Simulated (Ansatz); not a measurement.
# Sn (I4_1/amd) in Ansatz: notebook

The runs below take Sn through band structure, phonons, with revPBE, LDA, PBE.

Program: Ansatz 0.2.0. These are calculated values, not measurements. Logs are shortened: lines on timing, memory, paths and dates and some standing lists are left out, and cuts for length are marked.

### 1 Starting point

It takes space group I4_1/amd (No. 141, tetragonal). The conventional cell has a = 5.880 Å, b = 5.880 Å, c = 3.199 Å, α = 90.00°, β = 90.00°, γ = 90.00°. Sn (site symmetry -4m2) has 6 Sn at 3.05 to 3.20 Å as nearest neighbours.

### 2 Band structure, revPBE

Contents of input.yaml:

```yaml
crystal:
  lattice:
    - [-2.9401404553, 2.9401404553, 1.5993019889]
    - [2.9401404553, -2.9401404553, 1.5993019889]
    - [2.9401404553, 2.9401404553, -1.5993019889]
  atoms:
    - { symbol: Sn, position: [0.0, 0.0, 0.0] }
    - { symbol: Sn, position: [0.75, 0.25, 0.5] }
kpoints:
  mp_grid: { grid: [9, 9, 9] }
  band_path:
    path:
      - [0.0, 0.0, 0.0]
      - [0.0, 0.0, 0.5]
      - [-0.5, 0.5, 0.5]
      - [0.0, 0.0, 0.0]
      - [0.3239715651, 0.3239715651, -0.3239715651]
      - [0.25, 0.25, 0.25]
      - [0.0, 0.5, 0.0]
      - [-0.3239715651, 0.6760284349, 0.3239715651]
    npoints: 10
scf:
  occupations: { method: fermi_dirac, width: 0.05 }
hamiltonian:
  xc: revpbe
  pseudopotentials: { kind: all_electron, lapw: { basis_error: 0.001 } }
output:
  forces: true
  stress: true
  eigenvalues: true
```

Potentials or basis: all-electron LAPW, scalar-relativistic.

Run with:

```console
$ ansatz run input.yaml --threads 1 --pin off --max-ram 3072MiB --backend cpu --events-out ev --progress --plain --runs-dir out
```

Standard output:

```text
Warning: RAYON_NUM_THREADS=1 ignored (pool sized by the plan → 1); use --threads N
LAPW: plane waves up to 7.378 Å⁻¹, error target 1.0e-3 eV per atom; small_component_spin mean_spin; Sn in spheres of 1.523 Å, 22 of its electrons in bands, Dirac shells [] (how accurate: hamiltonian.pseudopotentials.lapw.basis_error, Limitations)
Engine: ansatz 0.2.0, aarch64-unknown-linux-gnu
Pseudopotentials: kind: all_electron
Pseudopotential: Sn, LAPW, valence charge 22, lapw/all_electron/scalar/gaussian/Sn, Koelling and Harmon's equation, gaussian nucleus
Functional definition: revPBE
  parameter kappa = 1.245
  parameter beta = 0.06672455060314922
  exchange = pbe_x(kappa = kappa, mu = beta*pi^2/3)
  correlation = pbe_c(beta = beta)
Crystal: 2 atoms, lattice volume = 55.300 Å³
Basis set: ecut = 207.37089802343112 eV, 383 PW (Γ), FFT grids on a1+a2, a2, a3, exchange–correlation at level 2
Bands: 27, of which v1, the nominal top of the filled ones, is band 22 counted from 1 (21 counted from 0)
Symmetry: 16 space group operations
Space group: I41/amd (ITA 141), of the structure as read, at distance tolerance 3.8e-5 Å
k-points: 75 of 729
Non-local potential: Sn, projectors of the file, none
Initial density: superposition of atomic densities (chi_scale 0.1, normalization cell)
Initial wavefunctions: plane waves of lowest kinetic energy (no species holds an atomic orbital)
Functional: x = revpbe(κ = 1.245, μ = 0.2195149727645171), c = pbe(β = 0.06672455060314922)
iter 1 solved again at ethr=7.38e-5 eV; its pass at ethr=1.00e-1 eV (dr2=3.25e-2 eV) is discarded
SCF iter   1: F=—  HF=-336190.947452 eV  |F-HF|=—  |Δ(HF+E_count)|=         —  Δρ=9.32e-3  dr2=3.27e-2  ethr=7.38e-5  ⟨swp⟩=3.0  Hψ=13868  notcnv=0
preconditioner: auto → Kerker (q_TF=auto, 2.626 Å⁻¹)  [metal: Δε(μ)=0.024 eV  Ē_g=20.794 eV  σ=0.050 eV  W_gap=0.12  n_scr=16 (ndim 8)  ℏωp=26.4 eV  f_vac=0.000  D(μ)=0.99/eV (n_scr^D=4)]
SCF iter   2: F=—  HF=-336190.932126 eV  |F-HF|=—  |Δ(HF+E_count)|=   1.53e-2  Δρ=6.26e-3  dr2=1.70e-2  ethr=7.38e-5  ⟨swp⟩=2.0  Hψ=6131  notcnv=0
SCF iter   3: F=—  HF=-336190.935564 eV  |F-HF|=—  |Δ(HF+E_count)|=   3.44e-3  Δρ=3.38e-3  dr2=5.54e-3  ethr=3.86e-5  ⟨swp⟩=2.0  Hψ=6016  notcnv=0
SCF iter   4: F=—  HF=-336190.937334 eV  |F-HF|=—  |Δ(HF+E_count)|=   1.77e-3  Δρ=1.22e-3  dr2=9.13e-4  ethr=1.26e-5  ⟨swp⟩=2.0  Hψ=6006  notcnv=0
iter 5 solved again at ethr=9.47e-8 eV; its pass at ethr=2.07e-6 eV (dr2=4.17e-5 eV) is discarded
SCF iter   5: F=—  HF=-336190.937644 eV  |F-HF|=—  |Δ(HF+E_count)|=   3.10e-4  Δρ=2.24e-4  dr2=4.19e-5  ethr=9.47e-8  ⟨swp⟩=2.0  Hψ=10154  notcnv=0
SCF iter   6: F=—  HF=-336190.937655 eV  |F-HF|=—  |Δ(HF+E_count)|=   1.10e-5  Δρ=9.64e-5  dr2=8.11e-6  ethr=9.47e-8  ⟨swp⟩=2.5  Hψ=6058  notcnv=0
SCF iter   7: F=—  HF=-336190.937660 eV  |F-HF|=—  |Δ(HF+E_count)|=   4.50e-6  Δρ=2.36e-5  dr2=4.31e-7  ethr=1.84e-8  ⟨swp⟩=3.0  Hψ=6303  notcnv=0
SCF iter   8: F=-336190.937660 eV  HF=-336190.937660 eV  |F-HF|=1.35e-8  |Δ(HF+E_count)|=   4.13e-9  Δρ=6.52e-6  dr2=1.75e-8  ethr=9.78e-10  ⟨swp⟩=2.4  Hψ=6042  notcnv=0
SCF 1 converged in 8 iterations: F = -336190.937660 eV  dr2 = 1.75e-8
NSCF: frozen V_eff on 71 k-points
SCF converged after 8 iterations
Free energy (F): -336190.937660 eV
Harris-Foulkes:  -336190.937660 eV  (|F-HF|=1.35e-8)
Internal energy: -336190.930110 eV  (E = F + TS)
E sigma→0 (E₀):  -336190.933885 eV
Entropy (-TS):   -0.007549 eV (-3.775 meV/atom)
Fermi energy:    13.453355 eV
--- Per-component energies (eV) ---
  E_band       = -1414.518370
  E_kinetic    = 353583.288763
  E_xc         = -9008.001170
  E_electrostatic = -680766.217704  (all electrons and nuclei)
  E_smearing   = -0.007549  (= −TS)
  E_closure    = 0.000000  (closes the sum)
  E_atoms      = -336184.007924  (free atoms, spherical and without spin; not in F)
  Σ components = -336190.937660   (vs F -336190.937660, Δ=0.00e0)
  Basis errors (estimates in eV, not in F): energy 3.4e-4 per atom: plane waves 3.2e-4 (1.7e-4 summed), levels above the bands 6.4e-59, relativity 3.7e-8, radial functions 1.6e-5, core shells 2.9e-9; eigenvalues (radial functions only) 5.7e-7; not estimated: angular momenta, meshes, grids; target (lapw.basis_error) 1.0e-3; muffin-tin radii Sn 1.523 Å
--- Forces (eV/Å), atoms counted from 1 ---
  atom   1  Sn    -0.00000000     0.00000000     0.00000000
  atom   2  Sn     0.00000000    -0.00000000     0.00000000
  max |Σ_I F_I| component: 0.00e0 eV/Å
--- Stress (GPa, compression-positive) ---
        2.605126       0.000000      -0.000000
        0.000000       2.605126       0.000000
       -0.000000       0.000000       2.155633
  P = ⅓ Tr σ = 2.4553 GPa (24.553 kbar)
--- Band table (eV; the first three rows and the last of 75) ---
  k-point 0: bands = ["-116.0263", "-116.0256", "-71.8101", "-71.8099", "-71.7991", "-71.7991", "-71.7925", "-71.7925", "-8.2431", "-8.1647", "-8.1244", "-8.1123", "-7.9726", "-7.9726", "-7.9624", "-7.9624", "-7.8821", "-7.7769", "2.4519", "9.7722", "11.5015", "11.5015", "16.4094", "19.5808", "19.5808", "20.2021", "20.3099"]
  k-point 1: bands = ["-116.0263", "-116.0256", "-71.8101", "-71.8099", "-71.7989", "-71.7989", "-71.7927", "-71.7927", "-8.2334", "-8.1664", "-8.1187", "-8.1162", "-7.9772", "-7.9674", "-7.9599", "-7.9589", "-7.8877", "-7.7867", "2.5613", "8.9522", "11.6313", "12.1157", "16.9171", "18.6517", "18.9854", "20.1618", "20.2996"]
  k-point 2: bands = ["-116.0263", "-116.0257", "-71.8101", "-71.8100", "-71.7983", "-71.7983", "-71.7932", "-71.7932", "-8.2056", "-8.1698", "-8.1330", "-8.0937", "-7.9921", "-7.9554", "-7.9549", "-7.9485", "-7.9036", "-7.8130", "2.8894", "7.6187", "12.0173", "12.9406", "17.2345", "17.8036", "18.3289", "19.8495", "20.0142"]
  k-point 74: bands = ["-116.0260", "-116.0260", "-71.8100", "-71.8100", "-71.7996", "-71.7994", "-71.7922", "-71.7920", "-8.1771", "-8.1758", "-8.0152", "-7.9909", "-7.9900", "-7.9825", "-7.9690", "-7.9575", "-7.9526", "-7.9517", "5.6485", "6.0036", "8.7819", "9.1441", "18.4815", "18.4888", "22.0165", "22.4970", "25.0006"]
```

It took 37 s on 1 thread of Arm Neoverse N1, shared host; peak memory 0.36 GiB.

Results:

```yaml
Free_energy: -336190.9377 eV
Pressure: 2.5 GPa
Band_gap_along_the_path: none (metal or under the smearing width)
```

Stress tensor (GPa, compression positive):
```
2.61 0.00 0.00
0.00 2.61 0.00
0.00 0.00 2.16
```

Levels at the corners of the path, in eV from the Fermi level:
```csv
point,band 18,band 19,band 20,band 21,band 22,band 23,band 24,band 25,band 26,band 27
Γ,-21.23,-11.00,-3.68,-1.95,-1.95,2.96,6.13,6.13,6.75,6.86
X,-21.35,-8.80,-8.80,0.57,0.57,1.53,1.53,5.97,5.97,9.41
M,-21.41,-7.50,-7.50,-4.73,-4.73,5.00,5.00,9.21,9.21,12.44
Γ,-21.23,-11.00,-3.68,-1.95,-1.95,2.96,6.13,6.13,6.75,6.86
Z,-21.31,-6.46,-5.54,-3.00,-2.86,-2.86,2.99,5.49,5.49,8.43
P,-21.32,-5.93,-5.93,-3.48,-3.48,3.52,3.52,3.88,3.88,6.69
N,-21.29,-6.87,-5.34,-2.32,-1.68,-1.12,2.24,2.81,4.59,7.10
Z1,-21.31,-6.46,-5.54,-3.00,-2.86,-2.86,2.99,5.49,5.49,8.43
```

Caveat: spin-orbit coupling is left out, which moves the levels of the heavy elements.

### 3 Band structure, LDA

Changes to input.yaml since step 2:

```diff
@@ -24,3 +24,3 @@
 hamiltonian:
-  xc: revpbe
+  xc: lda
   pseudopotentials: { kind: all_electron, lapw: { basis_error: 0.001 } }
```

Potentials or basis: all-electron LAPW, scalar-relativistic.

Run with:

```console
$ ansatz run input.yaml --threads 1 --pin off --max-ram 3072MiB --backend cpu --events-out ev --progress --plain --runs-dir out
```

It took 14 s on 1 thread of Intel Xeon Platinum 8488C (Sapphire Rapids), shared host; peak memory 0.41 GiB.

The run converged. Its results:

| Quantity | Value |
| --- | --- |
| Free energy | -335889.8178 eV |
| Pressure | -2.8 GPa |
| Band gap along the path | none (metal or under the smearing width) |

Stress tensor (GPa, compression positive):
```
-2.73  0.00  0.00
 0.00 -2.73  0.00
 0.00  0.00 -3.07
```

Levels at the corners of the path, in eV from the Fermi level:
```
point  band 19  band 20  band 21  band 22  band 23  band 24  band 25  band 26
    Γ   -11.03    -3.84    -1.92    -1.92     3.11     6.05     6.05     6.66
    X    -8.83    -8.83     0.60     0.60     1.51     1.51     5.90     5.90
    M    -7.58    -7.58    -4.66    -4.66     4.98     4.98     9.05     9.05
    Γ   -11.03    -3.84    -1.92    -1.92     3.11     6.05     6.05     6.66
    Z    -6.57    -5.63    -2.94    -2.81    -2.81     2.88     5.52     5.52
    P    -6.03    -6.03    -3.42    -3.42     3.49     3.49     3.80     3.80
    N    -6.95    -5.37    -2.39    -1.65    -1.09     2.34     2.76     4.56
   Z1    -6.57    -5.63    -2.94    -2.81    -2.81     2.88     5.52     5.52
```

Caveat: spin-orbit coupling is left out, which moves the levels of the heavy elements.

### 4 Phonons, PBE

Contents of input.yaml:

```yaml
crystal:
  lattice:
    - [-2.9401404553, 2.9401404553, 1.5993019889]
    - [2.9401404553, -2.9401404553, 1.5993019889]
    - [2.9401404553, 2.9401404553, -1.5993019889]
  atoms:
    - { symbol: Sn, position: [0.0, 0.0, 0.0] }
    - { symbol: Sn, position: [0.75, 0.25, 0.5] }
kpoints:
  mp_grid: { grid: [7, 7, 7] }
scf:
  occupations: { method: fermi_dirac, width: 0.05 }
hamiltonian:
  xc: pbe
  pseudopotentials: { kind: all_electron, lapw: { basis_error: 0.001 } }
output: {}
phonons:
  method: fd
  supercell: [1, 1, 1]
```

Potentials or basis: all-electron LAPW, scalar-relativistic.

Run with:

```console
$ ansatz run input.yaml --threads 1 --pin off --max-ram 3072MiB --backend cpu --events-out ev --progress --plain --runs-dir out
```

Standard output:

```text
Warning: RAYON_NUM_THREADS=1 ignored (pool sized by the plan → 1); use --threads N
LAPW: plane waves up to 7.672 Å⁻¹, error target 1.0e-3 eV per atom; small_component_spin mean_spin; Sn in spheres of 1.478 Å, 22 of its electrons in bands, Dirac shells [] (how accurate: hamiltonian.pseudopotentials.lapw.basis_error, Limitations)
Engine: ansatz 0.2.0, x86_64-unknown-linux-gnu
[... 2 set-up lines as earlier in the session ...]
Functional definition: PBE
  parameter kappa = 0.804
[... 3 set-up lines as earlier in the session ...]
[... 71 lines left out ...]
  k-point 2: bands = ["-116.0416", "-116.0412", "-71.8311", "-71.8310", "-71.8231", "-71.8229", "-71.8189", "-71.8188", "-8.2290", "-8.2128", "-8.1835", "-8.1205", "-8.0485", "-7.9957", "-7.9891", "-7.9812", "-7.9588", "-7.8766", "3.0796", "6.7607", "12.2653", "13.2804", "16.3384", "16.9974", "19.3604", "19.5711", "19.7054"]
  k-point 39: bands = ["-116.0414", "-116.0414", "-71.8310", "-71.8310", "-71.8248", "-71.8245", "-71.8175", "-71.8172", "-8.2198", "-8.2176", "-8.0690", "-8.0376", "-8.0345", "-8.0256", "-8.0100", "-7.9982", "-7.9893", "-7.9888", "5.3864", "5.9343", "8.7380", "9.2976", "18.4098", "18.4226", "21.5473", "22.2729", "24.5292"]
--- Phonons: 2 displaced members + reference (amplitude 0.01 Å, Σ member SCF iterations 14) ---
  symmetry images taken by strict's conditions (phonons.symmetry_images: auto; settled by no image being taken that strict refuses)
  ASR residual: 1.303e-4 → 0.000e0 eV/Å²; symmetrization residual: 1.776e-15 eV/Å²
  largest component of a force at the reference: 8.7e-19 eV/Å
  ASR residual per site (eV/Å²): 1.30e-4 1.30e-4
  Γ frequencies (cm⁻¹): 0.00 0.00 0.00 15.70 121.55 121.55
  density of states and harmonic sums: on the 22×22×15 q-mesh, interpolated from the force constants of a 1×1×1 supercell (no non-analytic term)
  largest difference from the sums on the solved wave vectors: F 8.53e-1 eV, S 1.11e-3 and C_V 2.58e-4 eV/K
  zero-point energy: 0.021822 eV/cell   skipped modes (ω ≤ 0): 3   left out of the sums: 6.89e-5 of the cell's modes: C_V's classical limit lies that fraction below 3 k_B per atom; for a crystal, a wire or a layer, F and S can be off by more, and a phonons.interpolated_qmesh denser along its periods is the remedy for the sampling
```

Run time: 52 s. Hardware: 1 thread of Intel Xeon Platinum 8488C (Sapphire Rapids), shared host; peak memory 0.48 GiB.

Results:

| Quantity | Value |
| --- | --- |
| Free energy | -336178.8135 eV |
| Band gap on the k mesh | none (metal or under the smearing width) |
| Highest phonon frequency at Γ | 122 cm⁻¹ |

Phonon frequencies in cm⁻¹ (negative: imaginary):
| q point | frequencies |
| --- | --- |
| (0.000, 0.000, 0.000) | 0 0 0 16 122 122 |

Caveat: the k mesh is thin for a metal, which can move the energy by tens of meV per atom; a metal's response needs a denser mesh.

### 5 Summary

| task | level | k mesh | cutoff (eV) | pressure (GPa) |
| --- | --- | --- | --- | --- |
| band structure | revPBE | 9 × 9 × 9 | 207 | 2.5 |
| band structure | LDA | 9 × 9 × 9 | 208 | -2.8 |
| phonons | PBE | 7 × 7 × 7 | 224 | - |

Alike in all rows: potentials or basis all-electron LAPW, scalar-relativistic; no spin polarisation; cell as given; smearing fermi-dirac 0.05 eV; basis error allowed 0.001 eV/atom.

Caveats: spin-orbit coupling is left out, which moves the levels of the heavy elements (some runs); the k mesh is thin for a metal, which can move the energy by tens of meV per atom (some runs); a metal's response needs a denser mesh (some runs).

Compare energies only between runs with the same functional and basis.
